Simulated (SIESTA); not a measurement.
Sn:

```
Sn
1.0
     0.00000    3.23334    3.23334
     3.23334    0.00000    3.23334
     3.23334    3.23334    0.00000
Sn
2
Direct
  0.75000 0.75000 0.75000
  0.50000 0.50000 0.50000
```

This isn't the form of Sn at room conditions, which is tetragonal (white tin).

- Program: SIESTA 5.4.2
- Task: relaxation of cell and atoms
- Functional: vdW-DF-cx
- Potentials or basis: PseudoDojo 0.4 standard (PBE files)
- Basis: DZP (energy shift 0.002 Ry)
- Grid cutoff: 500 Ry
- Energy shift: 0.002 Ry
- k mesh: 7 × 7 × 7
- Occupations: fermi-dirac, width 0.05 eV
- Spin: no spin polarisation

At the start: pressure 3.1 GPa; volume 33.80 Å³/atom.

Q: How do energy, volume and symmetry change on relaxing?

A: Over 4 steps the energy falls by 20.8 meV/atom and the volume is 36.25 Å³/atom (+7.2 %); space group Fd-3m (No. 227, to 0.05 Å).

The path:
```
step  energy change (eV)  largest force (eV/Å)  pressure (GPa)  volume (Å³)
   1              0.0000                0.0001            3.14        67.61
   2             -0.0329                0.0003            1.44        69.98
   3             -0.0373                0.0005           -0.73        73.88
   4             -0.0417                0.0004           -0.09        72.50
```

Final structure:
```
Sn
1.0
     0.00028    3.30964    3.30964
     3.30964    0.00028    3.30964
     3.30964    3.30964    0.00028
Sn
2
Direct
  0.74999 0.74999 0.74999
  0.50001 0.50001 0.50001
```

Caveat: semicore shells carry a single zeta, which can move pressures by several GPa and volumes by a few percent; the potentials were made for another functional, which shifts forces and pressure; the basis of atomic orbitals isn't converged, which shifts pressures, moduli and gaps.
